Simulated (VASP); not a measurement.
# Be (Fm-3m) in VASP: a series of runs

The runs below take Be through density of states, band structure, with PBE+D3, LDA, PBE.

Everything below comes from runs of VASP 6.6.1. Logs are shortened: lines on timing, memory, paths and dates and some standing lists are left out, and cuts for length are marked.

### 1 The structure

It takes space group Fm-3m (No. 225, cubic). The conventional cell has a = 3.158 Å, b = 3.158 Å, c = 3.158 Å, α = 90.00°, β = 90.00°, γ = 90.00°. Be (site symmetry m-3m) is surrounded by 12 Be at 2.23 Å.

The cell was built by a generator and needn't be a form met in nature.

### 2 Density of states, PBE+D3

File POSCAR:

```
Be
1.0
    0.0000000000      1.5790500000      1.5790500000
    1.5790500000      0.0000000000      1.5790500000
    1.5790500000      1.5790500000      0.0000000000
Be
1
Cartesian
    0.0000000000      0.0000000000      0.0000000000
```

File INCAR.step1:

```
SYSTEM = Be
PREC = Accurate ; ENCUT = 520
EDIFF = 1E-6 ; ISMEAR = -1
SIGMA = 0.05 ; LREAL = .FALSE.
LASPH = .TRUE. ; NELM = 60
ALGO = Normal ; ISIF = 2
LWAVE = .FALSE. ; LCHARG = .TRUE.
GGA = PE ; IVDW = 11
```

File KPOINTS.step1:

```
Automatic mesh
0
G
  14 14 14
  0 0 0
```

File INCAR.step2:

```
SYSTEM = Be
PREC = Accurate ; ENCUT = 520
EDIFF = 1E-6 ; ISMEAR = -5
SIGMA = 0.05 ; LREAL = .FALSE.
LASPH = .TRUE. ; NELM = 60
ALGO = Normal ; ISIF = 2
LWAVE = .FALSE. ; LCHARG = .FALSE.
GGA = PE ; IVDW = 11
LORBIT = 11 ; NEDOS = 1001
ICHARG = 11
```

File KPOINTS.step2:

```
Automatic mesh
0
G
  21 21 21
  0 0 0
```

Potentials or basis: VASP PAW PBE potentials, release 64 (Be_sv).

The run is started by

```bash
> cat potpaw_PBE.64/Be_sv/POTCAR > POTCAR
> cp INCAR.step1 INCAR
> cp KPOINTS.step1 KPOINTS
> mpirun -np 1 vasp_std > vasp.out
> cp INCAR.step2 INCAR
> cp KPOINTS.step2 KPOINTS
> mpirun -np 1 vasp_std > vasp.out
```

OUTCAR:

```text
SYSTEM = Be
   PREC = Accurate
   ENCUT = 520
   EDIFF = 1E-6
   ISMEAR = -5
   LREAL = .FALSE.
   LASPH = .TRUE.
   NELM = 60
   ISIF = 2
   GGA = PE
   IVDW = 11
   LORBIT = 11
   ICHARG = 11
 IVDW          = 11

 ion  position               nearest neighbor table
   1  0.000  0.000  0.000-

  LATTYP: Found a face centered cubic cell.
 ALAT       =     3.1581000000

  Lattice vectors:

 A1 = (   0.0000000000,   1.5790500000,   1.5790500000)
 A2 = (   1.5790500000,   0.0000000000,   1.5790500000)
 A3 = (   1.5790500000,   1.5790500000,   0.0000000000)

Analysis of symmetry for initial positions (statically):
=====================================================================
 Subroutine PRICEL returns:
 Original cell was already a primitive cell.

 Routine SETGRP: Setting up the symmetry group for a
 face centered cubic supercell.

 Subroutine GETGRP returns: Found 48 space group operations
 (whereof 48 operations were pure point group operations)
 out of a pool of 48 trial point group operations.

The static configuration has the point symmetry O_h .

Analysis of symmetry for dynamics (positions and initial velocities):
=====================================================================
 Subroutine PRICEL returns:
 Original cell was already a primitive cell.

 Routine SETGRP: Setting up the symmetry group for a
 face centered cubic supercell.

 Subroutine GETGRP returns: Found 48 space group operations
 (whereof 48 operations were pure point group operations)
 out of a pool of 48 trial point group operations.

The dynamic configuration has the point symmetry O_h .

 Subroutine INISYM returns: Found 48 space group operations
 (whereof 48 operations are pure point group operations),
 and found     1 'primitive' translations

----------------------------------------------------------------------------------------

                                     Primitive cell

  volume of cell :       7.8744

  direct lattice vectors                    reciprocal lattice vectors
     0.000000000  1.579050000  1.579050000    -0.316646085  0.316646085  0.316646085
     1.579050000  0.000000000  1.579050000     0.316646085 -0.316646085  0.316646085
     1.579050000  1.579050000  0.000000000     0.316646085  0.316646085 -0.316646085

  length of vectors
     2.233113926  2.233113926  2.233113926     0.548447107  0.548447107  0.548447107

  position of ions in fractional coordinates (direct lattice)
     0.000000000  0.000000000  0.000000000

  ion indices of the primitive-cell ions
   primitive index   ion index
                 1           1

----------------------------------------------------------------------------------------

 KPOINTS: Automatic mesh

Automatic generation of k-mesh.
 Grid dimensions read from file:
 generate k-points for:   21   21   21

 Generating k-lattice:

  Cartesian coordinates                     Fractional coordinates (reciprocal lattice)
    -0.015078385  0.015078385  0.015078385     0.047619048  0.000000000  0.000000000
     0.015078385 -0.015078385  0.015078385     0.000000000  0.047619048  0.000000000
     0.015078385  0.015078385 -0.015078385     0.000000000  0.000000000  0.047619048

  Length of vectors
     0.026116529  0.026116529  0.026116529

  Shift w.r.t. Gamma in fractional coordinates (k-lattice)
     0.000000000  0.000000000  0.000000000

 TETIRR: Found   1276 inequivalent tetrahedra from    55566

 Subroutine IBZKPT returns following result:
 ===========================================

 Found    286 irreducible k-points:

 Following reciprocal coordinates:
            Coordinates               Weight
  0.000000  0.000000  0.000000      1.000000
  0.047619  0.000000  0.000000      8.000000
  0.095238  0.000000  0.000000      8.000000
  0.142857  0.000000  0.000000      8.000000
  0.190476  0.000000  0.000000      8.000000
  0.238095  0.000000  0.000000      8.000000
[... 16 lines left out ...]
 -0.428571  0.047619  0.000000     24.000000
 -0.380952  0.047619  0.000000     24.000000
 [... further k-points ...]
   k-points           NKPTS =    286   k-points in BZ     NKDIM =    286   number of bands    NBANDS=      6
   number of dos      NEDOS =   1001   number of ions     NIONS =      1
   total plane-waves  NPLWV =   5832
   dimension x,y,z NGX =    18 NGY =   18 NGZ =   18
   dimension x,y,z NGXF=    36 NGYF=   36 NGZF=   36
   ions per type =               1
   NGX,Y,Z   is equivalent  to a cutoff of  13.40, 13.40, 13.40 a.u.
   NGXF,Y,Z  is equivalent  to a cutoff of  26.80, 26.80, 26.80 a.u.
 SYSTEM =  Be
   PREC   = accura    normal or accurate (medium, high low for compatibility)
   ISTART =      0    job   : 0-new  1-cont  2-samecut
   ICHARG =     11    charge: 1-file 2-atom 10-const
   ISPIN  =      1    spin polarized calculation?
   LNONCOLLINEAR =      F non collinear calculations
   LSORBIT =      F    spin-orbit coupling
   LASPH  =      T    aspherical Exc in radial PAW
   ENCUT  =  520.0 eV  38.22 Ry    6.18 a.u.   4.15  4.15  4.15*2*pi/ulx,y,z
   NELM   =     60;   NELMIN=  2; NELMDL=  0     # of ELM steps
   EDIFF  = 0.1E-05   stopping-criterion for ELM
   LREAL  =      F    real-space projection
   EDIFFG = 0.1E-04   stopping-criterion for IOM
   NSW    =      0    number of steps for IOM
   IBRION =     -1    ionic relax: 0-MD 1-quasi-New 2-CG
   NFREE  =      0    steps in history (QN), initial steepest desc. (CG)
   ISIF   =      2    stress and relaxation
   ISYM   =      2    0-nonsym 1-usesym 2-fastsym
   POTIM  = 0.5000    time-step for ionic-motion
   TEBEG  =    0.0;   TEEND  =   0.0 temperature during run
   PSTRESS=    0.0 pullay stress
   NELECT =       4.0000    total number of electrons
   NUPDOWN=      -1.0000    fix difference up-down
   EMIN   =  10.00;   EMAX   =-10.00  energy-range for DOS
   EFERMI =   0.00;   METHOD = LEGACY
   ISMEAR =    -5;   SIGMA  =   0.05  broadening in eV -4-tet -1-fermi 0-gaus
   EFERMI_NEDOS =   21; number of points for ismear=-14 and -15
   IALGO  =     38    algorithm
   IMIX   =      4    mixing-type and parameters
     AMIX     =   0.40;   BMIX     =  1.00
     AMIX_MAG =   1.60;   BMIX_MAG =  1.00
  volume/ion in A,a.u.               =       7.87        53.14
  Fermi-wavevector in a.u.,A,eV,Ry     =   1.306238  2.468432 23.215042  1.706257
  Thomas-Fermi vector in A             =   2.437053
   LORBIT       =     11    0 simple, 1 ext, 2 COOP (PROOUT), +10 PAW based schemes
   GGA     = PE    functional components
   LHFCALC =     F    Hartree Fock is set to
   AEXX    =    0.0000 exact exchange contribution
   IVDW    =    11    specifies the selected vdW correction
   LEPSILON=     F    determine dielectric tensor
   LRPA    =     F    only Hartree local field effects (RPA)
 non-spin polarized calculation
 Fermi weights with tetrahedron method with Bloechl corrections
  energy-cutoff  :      520.00
  volume of cell :        7.87
 maximum number of plane-waves:       222
 NGX is ok and might be reduce to    18

 number of electron       3.9999996 magnetization

 Free energy of the ion-electron system (eV)
  ---------------------------------------------------
  ext. energy  EPLUGINS =         0.00000000
  ---------------------------------------------------
  free energy    TOTEN  =        -3.68244734 eV

  energy without entropy =       -3.68244734  energy(sigma->0) =       -3.68244734

 E-fermi :   5.7185     XC(G=0): -11.2917

 val. band max:        5.6569105252   @ k =  -0.2857   0.4762   0.1905
 cond. band min:       5.3963418995   @ k =  -0.3333   0.3810   0.0476
 fundamental gap:     -0.2605686257
 Fermi energy:         5.7185246511

 k-point     1 :       0.0000    0.0000    0.0000
  band No.  band energies     occupation
      1     -94.9865      2.00000
      2      -6.2431      2.00000
      3      25.0613      0.00000
      4      25.0613      0.00000
      5      25.0615      0.00000
      6      34.8246      0.00000

 k-point     2 :       0.0476    0.0000    0.0000
  band No.  band energies     occupation
      1     -94.9865      2.00000
      2      -6.1684      2.00000
      3      24.4557      0.00000
      4      24.9313      0.00000
      5      24.9315      0.00000
      6      33.8067      0.00000

 k-point     3 :       0.0952    0.0000    0.0000
  band No.  band energies     occupation
      1     -94.9853      2.00000
      2      -5.9438      2.00000
      3      22.7959      0.00000
      4      24.5884      0.00000
      5      24.5886      0.00000
      6      33.0485      0.00000

 k-point     4 :       0.1429    0.0000    0.0000
  band No.  band energies     occupation
      1     -94.9832      2.00000
      2      -5.5695      2.00000
      3      20.5061      0.00000
      4      24.1321      0.00000
      5      24.1323      0.00000
      6      32.9981      0.00000

 k-point     5 :       0.1905    0.0000    0.0000
  band No.  band energies     occupation
      1     -94.9799      2.00000
      2      -5.0458      2.00000
      3      17.9792      0.00000
      4      23.6529      0.00000
      5      23.6532      0.00000
      6      33.4041      0.00000
[... 136 lines left out ...]
 k-point    21 :       0.4762    0.0476    0.0000
  band No.  band energies     occupation
      1     -94.9639      2.00000
      2       0.0965      2.00000
      3       6.0951     -0.13510
      4      21.6957      0.00000
      5      22.0069      0.00000
      6      30.2341      0.00000

 k-point    22 :      -0.4762    0.0476    0.0000
  band No.  band energies     occupation
      1     -94.9635      2.00000
      2       0.3992      2.00000
      3       5.6755      0.48023
      4      21.7369      0.00000
      5      21.9016      0.00000
      6      30.3356      0.00000

 k-point    23 :      -0.4286    0.0476    0.0000
  band No.  band energies     occupation
      1     -94.9644      2.00000
      2      -0.1667      2.00000
      3       6.4732     -0.00883
      4      21.5479      0.00000
      5      22.1863      0.00000
      6      30.6908      0.00000

 k-point    24 :      -0.3810    0.0476    0.0000
  band No.  band energies     occupation
      1     -94.9659      2.00000
      2      -1.1591      2.00000
      3       8.0430      0.00000
      4      21.4583      0.00000
      5      22.5337      0.00000
      6      31.2771      0.00000

 [... further k-points ...]

------------------------ aborting loop because EDIFF is reached ----------------------------------------

 Edisp (eV)   -0.23136

 E8    (eV) :    -0.1109

  FORCE on cell =-STRESS in cart. coord.  units (eV):
  Direction    XX          YY          ZZ          XY          YZ          ZX
  --------------------------------------------------------------------------------------
  -------------------------------------------------------------------------------------
  Total      -0.28064    -0.28064    -0.28064     0.00000     0.00000    -0.00000
  in kB     -57.10129   -57.10129   -57.10129     0.00000     0.00000    -0.00000
  external pressure =      -57.10 kB  Pullay stress =        0.00 kB

 VOLUME and BASIS-vectors are now :
 -----------------------------------------------------------------------------
  energy-cutoff  :      520.00
  volume of cell :        7.87
      direct lattice vectors                 reciprocal lattice vectors
     0.000000000  1.579050000  1.579050000    -0.316646085  0.316646085  0.316646085
     1.579050000  0.000000000  1.579050000     0.316646085 -0.316646085  0.316646085
     1.579050000  1.579050000  0.000000000     0.316646085  0.316646085 -0.316646085

 POSITION                                       TOTAL-FORCE (eV/Angst)
 -----------------------------------------------------------------------------------
      0.00000      0.00000      0.00000        -0.000000     -0.000000     -0.000000
 -----------------------------------------------------------------------------------
    total drift:                                0.000000     -0.000000     -0.000000

  FREE ENERGIE OF THE ION-ELECTRON SYSTEM (eV)
  ---------------------------------------------------
  free  energy   TOTEN  =        -3.9138099134 eV

  energy  without entropy=       -3.9138099134  energy(sigma->0) =       -3.91380991

 total charge

# of ion       s       p       d       tot
------------------------------------------
    1        2.307   0.672   0.000   2.979
```

It took 10 s on 1 thread of Intel Xeon Platinum 8488C (Sapphire Rapids), shared host; peak memory 0.12 GiB.

What came out:

```yaml
Valence_electrons_inside_the_program's_atomic_spheres: Be 2.98
Dispersion_energy_per_atom: -0.231 eV
```

Levels at points of the mesh, in eV from the Fermi level:
```tsv
k point	band 2	band 3	band 4	band 5	band 6
(0.00, 0.00, 0.00)	-11.96	19.34	19.34	19.34	29.11
```

States per cell in windows of 1 eV (zero at the Fermi level; states under -8 eV left out):
```
from (eV)  total  Be1_p  Be1_s  Be1_d
     -8.0   0.18   0.05   0.04   0.00
     -7.0   0.21   0.06   0.04   0.00
     -6.0   0.26   0.10   0.03   0.00
     -5.0   0.26   0.11   0.02   0.00
     -4.0   0.23   0.10   0.01   0.00
     -3.0   0.21   0.10   0.01   0.00
     -2.0   0.14   0.07   0.00   0.00
     -1.0   0.05   0.03   0.00   0.00
      0.0   0.34   0.10   0.07   0.00
      1.0   0.28   0.10   0.04   0.00
      2.0   0.23   0.09   0.02   0.00
      3.0   0.23   0.09   0.02   0.00
      4.0   0.22   0.08   0.02   0.00
      5.0   0.22   0.09   0.02   0.00
      6.0   0.28   0.09   0.04   0.00
      7.0   0.29   0.10   0.04   0.00
```

Caveat: pairwise dispersion overbinds metals, which lowers pressure and volume; tetrahedron occupations give inexact forces and stress in metals.

(Continued in part 2 of 2.)
